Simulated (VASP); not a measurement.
# W (Im-3m) in VASP: a series of runs

Aim: see how the results for W move with the level of theory and the settings. Levels: LDA, PBE, PBEsol. Tasks: relaxation of cell and atoms.

All numbers are computed with VASP 6.6.1; they aren't measurements. Logs are shortened: lines on timing, memory, paths and dates and some standing lists are left out, and cuts for length are marked.

### 1 Starting point

Symmetry: Im-3m, No. 229, cubic system. Conventional cell: a = 3.165 Å, b = 3.165 Å, c = 3.165 Å, α = 90.00°, β = 90.00°, γ = 90.00°. W (site symmetry m-3m) is surrounded by 8 W at 2.74 Å.

### 2 Relaxation of cell and atoms, LDA

Contents of INCAR:

```
SYSTEM = W
PREC = Accurate
ENCUT = 600
EDIFF = 1E-6
ISMEAR = 1
SIGMA = 0.1
LREAL = .FALSE.
LASPH = .TRUE.
NELM = 80
ALGO = Normal
ISIF = 3
LWAVE = .FALSE.
LCHARG = .FALSE.
GGA = CA
IBRION = 2
NSW = 90
EDIFFG = -0.01
```

Contents of KPOINTS:

```
regular mesh
0
G
  16 16 16
  0 0 0
```

Contents of POSCAR:

```
W
1.0
   -1.5823450000      1.5823450000      1.5823450000
    1.5823450000     -1.5823450000      1.5823450000
    1.5823450000      1.5823450000     -1.5823450000
W
1
Direct
    0.0000000000      0.0000000000      0.0000000000
```

Potentials or basis: VASP PAW LDA potentials, release 64 (W_sv).

On the command line:

```bash
cat potpaw_LDA.64/W_sv/POTCAR > POTCAR
mpirun -np 1 vasp_std > vasp.out
```

OUTCAR:

```text
SYSTEM = W
   PREC = Accurate
   ENCUT = 600
   EDIFF = 1E-6
   ISMEAR = 1
   LREAL = .FALSE.
   LASPH = .TRUE.
   NELM = 80
   ISIF = 3
   GGA = CA
   IBRION = 2
   NSW = 90
   EDIFFG = -0.01

 ion  position               nearest neighbor table
   1  0.000  0.000  0.000-

  LATTYP: Found a body centered cubic cell.
 ALAT       =     3.1646900000

  Lattice vectors:

 A1 = (  -1.5823450000,   1.5823450000,   1.5823450000)
 A2 = (   1.5823450000,  -1.5823450000,   1.5823450000)
 A3 = (   1.5823450000,   1.5823450000,  -1.5823450000)

Analysis of symmetry for initial positions (statically):
=====================================================================
 Subroutine PRICEL returns:
 Original cell was already a primitive cell.

 Routine SETGRP: Setting up the symmetry group for a
 body centered cubic supercell.

 Subroutine GETGRP returns: Found 48 space group operations
 (whereof 48 operations were pure point group operations)
 out of a pool of 48 trial point group operations.

The static configuration has the point symmetry O_h .

Analysis of symmetry for dynamics (positions and initial velocities):
=====================================================================
 Subroutine PRICEL returns:
 Original cell was already a primitive cell.

 Routine SETGRP: Setting up the symmetry group for a
 body centered cubic supercell.

 Subroutine GETGRP returns: Found 48 space group operations
 (whereof 48 operations were pure point group operations)
 out of a pool of 48 trial point group operations.

The dynamic configuration has the point symmetry O_h .

 Subroutine INISYM returns: Found 48 space group operations
 (whereof 48 operations are pure point group operations),
 and found     1 'primitive' translations

----------------------------------------------------------------------------------------

                                     Primitive cell

  volume of cell :      15.8476

  direct lattice vectors                    reciprocal lattice vectors
    -1.582345000  1.582345000  1.582345000     0.000000000  0.315986716  0.315986716
     1.582345000 -1.582345000  1.582345000     0.315986716  0.000000000  0.315986716
     1.582345000  1.582345000 -1.582345000     0.315986716  0.315986716  0.000000000

  length of vectors
     2.740701935  2.740701935  2.740701935     0.446872699  0.446872699  0.446872699

  position of ions in fractional coordinates (direct lattice)
     0.000000000  0.000000000  0.000000000

  ion indices of the primitive-cell ions
   primitive index   ion index
                 1           1

----------------------------------------------------------------------------------------

 KPOINTS: regular mesh

Automatic generation of k-mesh.
 Grid dimensions read from file:
 generate k-points for:   16   16   16

 Generating k-lattice:

  Cartesian coordinates                     Fractional coordinates (reciprocal lattice)
     0.000000000  0.019749170  0.019749170     0.062500000  0.000000000  0.000000000
     0.019749170  0.000000000  0.019749170     0.000000000  0.062500000  0.000000000
     0.019749170  0.019749170  0.000000000     0.000000000  0.000000000  0.062500000

  Length of vectors
     0.027929544  0.027929544  0.027929544

  Shift w.r.t. Gamma in fractional coordinates (k-lattice)
     0.000000000  0.000000000  0.000000000

 Subroutine IBZKPT returns following result:
 ===========================================

 Found    145 irreducible k-points:

 Following reciprocal coordinates:
            Coordinates               Weight
  0.000000  0.000000  0.000000      1.000000
  0.062500  0.000000  0.000000     12.000000
  0.125000  0.000000  0.000000     12.000000
  0.187500  0.000000  0.000000     12.000000
  0.250000  0.000000  0.000000     12.000000
  0.312500  0.000000  0.000000     12.000000
[... 16 lines left out ...]
  0.187500  0.187500  0.000000     24.000000
  0.250000  0.187500 -0.000000     48.000000
 [... further k-points ...]
   k-points           NKPTS =    145   k-points in BZ     NKDIM =    145   number of bands    NBANDS=     11
[... 38 lines left out ...]
  Thomas-Fermi vector in A             =   2.672506
   LORBIT       =      0    0 simple, 1 ext, 2 COOP (PROOUT), +10 PAW based schemes
   GGA     = CA    functional components
   LHFCALC =     F    Hartree Fock is set to
   AEXX    =    0.0000 exact exchange contribution
   IVDW    =     0    specifies the selected vdW correction
   LEPSILON=     F    determine dielectric tensor
   LRPA    =     F    only Hartree local field effects (RPA)
 conjugate gradient relaxation of ions
 non-spin polarized calculation
 Methfessel and Paxton  Order N= 1 SIGMA  =   0.10
  energy-cutoff  :      600.00
  volume of cell :       15.85
 maximum number of plane-waves:       543
 NGX is ok and might be reduce to    24
   NGX = 11   NGY = 11   NGZ = 11

--------------------------------------- Ionic step        1  -------------------------------------------

 number of electron      14.0000001 magnetization

 Free energy of the ion-electron system (eV)
  ---------------------------------------------------
  ext. energy  EPLUGINS =         0.00000000
  ---------------------------------------------------
  free energy    TOTEN  =       -14.10120976 eV

  energy without entropy =      -14.10039876  energy(sigma->0) =      -14.10093943

------------------------ aborting loop because EDIFF is reached ----------------------------------------

  FORCE on cell =-STRESS in cart. coord.  units (eV):
  Direction    XX          YY          ZZ          XY          YZ          ZX
  --------------------------------------------------------------------------------------
  -------------------------------------------------------------------------------------
  Total       -0.7266433     -0.7266433     -0.7266433      0.0000000      0.0000000      0.0000000
  in kB      -73.4629485    -73.4629485    -73.4629485      0.0000000      0.0000000      0.0000000
  external PRESSURE =     -73.4629485 kB  Pullay stress =       0.0000000 kB
[... 90 lines left out ...]
  energy  without entropy=      -14.1087939463  energy(sigma->0) =      -14.10927605

--------------------------------------- Ionic step        4  -------------------------------------------

 number of electron      14.0000000 magnetization

 Free energy of the ion-electron system (eV)
  ---------------------------------------------------
  ext. energy  EPLUGINS =         0.00000000
  ---------------------------------------------------
  free energy    TOTEN  =       -14.10953119 eV

  energy without entropy =      -14.10881319  energy(sigma->0) =      -14.10929185

 E-fermi :  11.6850     XC(G=0): -13.9583

 val. band max:       11.6781039760   @ k =  -0.2500   0.2500   0.1250
 cond. band min:      11.6850220499   @ k =  -0.3125   0.3125   0.1875
 fundamental gap:      0.0069180740
 Fermi energy:        11.6849565434

 k-point     1 :       0.0000    0.0000    0.0000
  band No.  band energies     occupation
      1     -62.0622      2.00000
      2     -25.8338      2.00000
      3     -25.8338      2.00000
      4     -25.8338      2.00000
      5       1.9858      2.00000
      6      10.3558      2.00000
      7      10.3558      2.00000
      8      10.3558      2.00000
      9      13.8978      0.00000
     10      13.8978      0.00000
     11      26.2814      0.00000
[... 309 lines left out ...]
 k-point    24 :       0.2500    0.1875   -0.0000
  band No.  band energies     occupation
      1     -61.9266      2.00000
      2     -26.9461      2.00000
      3     -26.2968      2.00000
      4     -25.9567      2.00000
      5       6.2738      2.00000
      6       8.4329      2.00000
      7       9.3303      2.00000
      8      13.2119     -0.00000
      9      14.7935      0.00000
     10      17.1440      0.00000
     11      24.4345      0.00000

 [... further k-points ...]

------------------------ aborting loop because EDIFF is reached ----------------------------------------

  FORCE on cell =-STRESS in cart. coord.  units (eV):
  Direction    XX          YY          ZZ          XY          YZ          ZX
  --------------------------------------------------------------------------------------
  -------------------------------------------------------------------------------------
  Total       -0.0057155     -0.0057155     -0.0057155      0.0000000      0.0000000      0.0000000
  in kB       -0.5910696     -0.5910696     -0.5910696      0.0000000      0.0000000      0.0000000
  external PRESSURE =      -0.5910696 kB  Pullay stress =       0.0000000 kB
[... 16 lines left out ...]
  FREE ENERGIE OF THE ION-ELECTRON SYSTEM (eV)
  ---------------------------------------------------
  free  energy   TOTEN  =       -14.1095311894 eV

  energy  without entropy=      -14.1088131861  energy(sigma->0) =      -14.10929185

 reached required accuracy - stopping structural energy minimisation
```

It took 22 s on 1 thread of Intel Xeon 6975P-C (Granite Rapids), shared host; peak memory 0.16 GiB.

Results:

```
Free energy                            : -14.1095 eV
Relaxed volume                         : 15.49 Å³/atom
Relaxed cell                           : a = 2.720 Å, b = 2.720 Å, c = 2.720 Å, α = 109.47°, β = 109.47°, γ = 109.47°
Space group after relaxing (to 0.05 Å) : Im-3m (No. 229)
Energy gained by relaxing              : 8.3 meV/atom
Ionic steps                            : 4
Pressure after relaxing                : -0.1 GPa
Band gap on the k mesh                 : none (metal or under the smearing width)
```

Step by step:
```tsv
step	energy change (eV)	largest force (eV/Å)	pressure (GPa)	volume (Å³)
1	0.0000	0.0000	-7.35	15.85
2	0.1166	0.0000	34.36	14.24
3	-0.0083	0.0000	-0.33	15.51
4	-0.0083	0.0000	-0.06	15.49
```

Final structure:
```xyz
1
Lattice="-1.5704 1.5704 1.5704 1.5704 -1.5704 1.5704 1.5704 1.5704 -1.5704" Properties=species:S:1:pos:R:3 pbc="T T T"
W     0.0000    0.0000    0.0000
```

### 3 Relaxation of cell and atoms, LDA

This run uses another cell than the first one, of 15.49 Å³/atom, 0.978 times its volume.

INCAR, as its differences from that of step 2:

```diff
@@ -3,3 +3,3 @@
 ENCUT = 600
-EDIFF = 1E-6
+EDIFF = 1E-7
 ISMEAR = 1
@@ -16,2 +16,2 @@
 NSW = 90
-EDIFFG = -0.01
+EDIFFG = -0.005
```

KPOINTS is that of step 2.

Contents of POSCAR:

```
W                                       
1.0
   -1.5704380496      1.5704380496      1.5704380496
    1.5704380496     -1.5704380496      1.5704380496
    1.5704380496      1.5704380496     -1.5704380496
  W             
     1
Direct
     0.0000000000000000    0.0000000000000000    0.0000000000000000
```

Potentials or basis: VASP PAW LDA potentials, release 64 (W_sv).

On the command line:

```bash
cat potpaw_LDA.64/W_sv/POTCAR > POTCAR
mpirun -np 1 vasp_std > vasp.out
```

Run time: 9.9 s. Hardware: 1 thread of Intel Xeon 6975P-C (Granite Rapids), shared host; peak memory 0.15 GiB.

Results (log left out):

```yaml
Free_energy: -14.1095 eV
Pressure_after_relaxing: 0.0 GPa
Band_gap_on_the_k_mesh: none (metal or under the smearing width)
```

Final structure:
```
CELL_PARAMETERS angstrom
-1.57044 1.57044 1.57044
1.57044 -1.57044 1.57044
1.57044 1.57044 -1.57044
ATOMIC_POSITIONS crystal
W 0.00000 0.00000 0.00000
```

Levels at points of the mesh, in eV from the Fermi level:
```tsv
k point	band 4	band 5	band 6	band 7	band 8	band 9	band 10	band 11
(0.00, 0.00, 0.00)	-37.52	-9.70	-1.33	-1.33	-1.33	2.21	2.21	14.60
(0.50, 0.00, 0.00)	-37.53	-6.44	-3.73	0.89	2.13	3.12	6.31	11.44
(0.50, 0.50, 0.50)	-38.50	-6.07	-6.07	5.28	5.28	5.28	8.51	8.51
```

Caveat: the relaxation stopped at its first step, so nothing moved. Spin-orbit coupling is left out, which matters for the levels of W.

### 4 Relaxation of cell and atoms, PBE

Contents of INCAR:

```
SYSTEM = W
ALGO     = Normal         ! electronic algorithm
EDIFF    = 1E-6           ! SCF threshold, eV
EDIFFG   = -0.01          ! ionic threshold
ENCUT    = 600            ! plane-wave cutoff, eV
GGA      = PE             ! functional
IBRION   = 2              ! ionic algorithm
ISIF     = 3              ! what is computed and relaxed
ISMEAR   = 1              ! smearing method
LASPH    = .TRUE.         ! aspherical terms in the spheres
LCHARG   = .FALSE.        ! write CHGCAR
LREAL    = .FALSE.        ! projectors in reciprocal space
LWAVE    = .FALSE.        ! write WAVECAR
NELM     = 80             ! most SCF steps
NSW      = 90             ! ionic steps
PREC     = Accurate       ! precision mode
SIGMA    = 0.1            ! smearing width, eV
```

Contents of KPOINTS:

```
k-points
0
G
  16 16 16
  0 0 0
```

Contents of POSCAR:

```
W
1.0
   -1.5823450000      1.5823450000      1.5823450000
    1.5823450000     -1.5823450000      1.5823450000
    1.5823450000      1.5823450000     -1.5823450000
W
1
Direct
    0.0000000000      0.0000000000      0.0000000000
```

Potentials or basis: VASP PAW PBE potentials, release 64 (W_sv).

On the command line:

```bash
cat potpaw_PBE.64/W_sv/POTCAR > POTCAR
mpirun -np 1 vasp_std > vasp.out
```

Wall time 38 s (1 thread of AMD EPYC 9R45 (Zen 5), shared host); peak memory 0.15 GiB.

Results (log left out):

```
Free energy                            : -12.9568 eV
Relaxed volume                         : 16.15 Å³/atom
Relaxed cell                           : a = 2.758 Å, b = 2.758 Å, c = 2.758 Å, α = 109.47°, β = 109.47°, γ = 109.47°
Space group after relaxing (to 0.05 Å) : Im-3m (No. 229)
Energy gained by relaxing              : 5.4 meV/atom
Ionic steps                            : 4
Pressure after relaxing                : 0.0 GPa
Band gap on the k mesh                 : none (metal or under the smearing width)
```

Step by step:
| step | energy change (eV) | largest force (eV/Å) | pressure (GPa) | volume (Å³) |
| --- | --- | --- | --- | --- |
| 1 | 0.0000 | 0.0000 | 5.89 | 15.85 |
| 2 | 0.0544 | 0.0000 | -16.87 | 17.22 |
| 3 | -0.0054 | 0.0000 | -0.16 | 16.16 |
| 4 | -0.0054 | 0.0000 | -0.04 | 16.15 |

Final structure:
```
CELL_PARAMETERS angstrom
-1.59231 1.59231 1.59231
1.59231 -1.59231 1.59231
1.59231 1.59231 -1.59231
ATOMIC_POSITIONS crystal
W 0.00000 0.00000 0.00000
```

Levels at points of the mesh, in eV from the Fermi level:
```tsv
k point	band 5	band 6	band 7	band 8	band 9	band 10
(0.00, 0.00, 0.00)	-9.58	-1.24	-1.24	-1.24	2.17	2.17
(0.50, 0.00, 0.00)	-6.20	-3.52	0.57	2.06	3.01	5.94
(0.50, 0.50, 0.50)	-5.73	-5.73	4.99	4.99	4.99	8.05
```

### 5 Relaxation of cell and atoms, PBE

This run uses another cell than the first one, of 16.15 Å³/atom, 1.019 times its volume.

INCAR, as its differences from that of step 4:

```diff
@@ -2,4 +2,4 @@
 ALGO     = Normal         ! electronic algorithm
-EDIFF    = 1E-6           ! SCF threshold, eV
-EDIFFG   = -0.01          ! ionic threshold
+EDIFF    = 1E-7           ! SCF threshold, eV
+EDIFFG   = -0.005         ! ionic threshold
 ENCUT    = 600            ! plane-wave cutoff, eV
```

KPOINTS is that of step 4.

Contents of POSCAR:

```
W                                       
1.0
   -1.5923059628      1.5923059628      1.5923059628
    1.5923059628     -1.5923059628      1.5923059628
    1.5923059628      1.5923059628     -1.5923059628
  W             
     1
Direct
     0.0000000000000000    0.0000000000000000    0.0000000000000000
```

On the command line:

```bash
cat potpaw_PBE.64/W_sv/POTCAR > POTCAR
mpirun -np 1 vasp_std > vasp.out
```

Run time: 16 s. Hardware: 1 thread of AMD EPYC 9R45 (Zen 5), shared host; peak memory 0.13 GiB.

The run converged. Its results:

- Free energy: -12.9568 eV
- Pressure after relaxing: 0.0 GPa
- Band gap on the k mesh: none (metal or under the smearing width)

Final structure:
```cif
data_structure
_symmetry_space_group_name_H-M 'P 1'
_symmetry_Int_Tables_number 1
_cell_length_a 2.7580
_cell_length_b 2.7580
_cell_length_c 2.7580
_cell_angle_alpha 109.471
_cell_angle_beta 109.471
_cell_angle_gamma 109.471
_cell_volume 16.15
loop_
_atom_site_label
_atom_site_type_symbol
_atom_site_fract_x
_atom_site_fract_y
_atom_site_fract_z
_atom_site_occupancy
W1 W 0.00000 0.00000 0.00000 1
```

Levels at points of the mesh, in eV from the Fermi level:
```tsv
k point	band 4	band 5	band 6	band 7	band 8	band 9	band 10	band 11
(0.00, 0.00, 0.00)	-37.84	-9.58	-1.24	-1.24	-1.24	2.17	2.17	14.43
(0.50, 0.00, 0.00)	-37.84	-6.20	-3.52	0.57	2.06	3.01	5.94	10.74
(0.50, 0.50, 0.50)	-38.69	-5.73	-5.73	4.99	4.99	4.99	8.05	8.05
```

Caveat: the relaxation stopped at its first step, so nothing moved. Spin-orbit coupling is left out, which matters for the levels of W.

### 6 Relaxation of cell and atoms, PBEsol

Contents of INCAR:

```
  PREC = Accurate
  ENCUT = 600
  EDIFF = 1E-6
  ISMEAR = 1
  SIGMA = 0.1
  LREAL = False
  LASPH = True
  NELM = 80
  ALGO = Normal
  ISIF = 3
  LWAVE = False
  LCHARG = False
  GGA = PS
  IBRION = 2
  NSW = 90
  EDIFFG = -0.01
```

Contents of KPOINTS:

```
regular mesh
0
Gamma
  16 16 16
```

Contents of POSCAR:

```
W
1.0
   -1.5823450000      1.5823450000      1.5823450000
    1.5823450000     -1.5823450000      1.5823450000
    1.5823450000      1.5823450000     -1.5823450000
W
1
Direct
    0.0000000000      0.0000000000      0.0000000000
```

Potentials or basis: VASP PAW PBE potentials, release 64 (W_sv).

On the command line:

```bash
cat potpaw_PBE.64/W_sv/POTCAR > POTCAR
mpirun -np 1 vasp_std > vasp.out
```

Wall time 19 s (1 thread of Intel Xeon 6975P-C (Granite Rapids), shared host); peak memory 0.16 GiB.

Results (log left out):

```
Free energy                            : -13.8083 eV
Relaxed volume                         : 15.71 Å³/atom
Relaxed cell                           : a = 2.733 Å, b = 2.733 Å, c = 2.733 Å, α = 109.47°, β = 109.47°, γ = 109.47°
Space group after relaxing (to 0.05 Å) : Im-3m (No. 229)
Energy gained by relaxing              : 1.3 meV/atom
Ionic steps                            : 3
Pressure after relaxing                : 0.0 GPa
Band gap on the k mesh                 : none (metal or under the smearing width)
```

The path:
```tsv
step	energy change (eV)	largest force (eV/Å)	pressure (GPa)	volume (Å³)
1	0.0000	0.0000	-2.89	15.85
2	0.0164	0.0000	11.53	15.20
3	-0.0013	0.0000	-0.02	15.71
```

Final structure:
```xyz
1
Lattice="-1.5777 1.5777 1.5777 1.5777 -1.5777 1.5777 1.5777 1.5777 -1.5777" Properties=species:S:1:pos:R:3 pbc="T T T"
W     0.0000    0.0000    0.0000
```

Levels at points of the mesh, in eV from the Fermi level:
```tsv
k point	band 4	band 5	band 6	band 7	band 8	band 9	band 10	band 11
(0.00, 0.00, 0.00)	-37.72	-9.75	-1.29	-1.29	-1.29	2.22	2.22	14.52
(0.50, 0.00, 0.00)	-37.73	-6.39	-3.66	0.68	2.12	3.11	6.21	11.18
(0.50, 0.50, 0.50)	-38.65	-5.97	-5.97	5.20	5.20	5.20	8.28	8.28
```

Caveat: the PAW data sets were made with another functional, which shifts forces and pressure a little.

### 7 Overview

| level | potentials or basis | gap on the mesh (eV) | pressure (GPa) |
| --- | --- | --- | --- |
| LDA | VASP PAW LDA potentials, release 64 (W_sv) | none | 0.0 |
| PBE | VASP PAW PBE potentials, release 64 (W_sv) | none | 0.0 |
| PBEsol | VASP PAW PBE potentials, release 64 (W_sv) | none | 0.0 |

Alike in all rows: task relaxation of cell and atoms; no spin polarisation; cell relaxed; k mesh 16 × 16 × 16; cutoff (eV) 600; smearing methfessel-paxton 0.1 eV.

Caveats: the relaxation stopped at its first step, so nothing moved (some runs); the PAW data sets were made with another functional, which shifts forces and pressure a little (some runs).

Absolute energies hang on the potentials; compare differences alone.
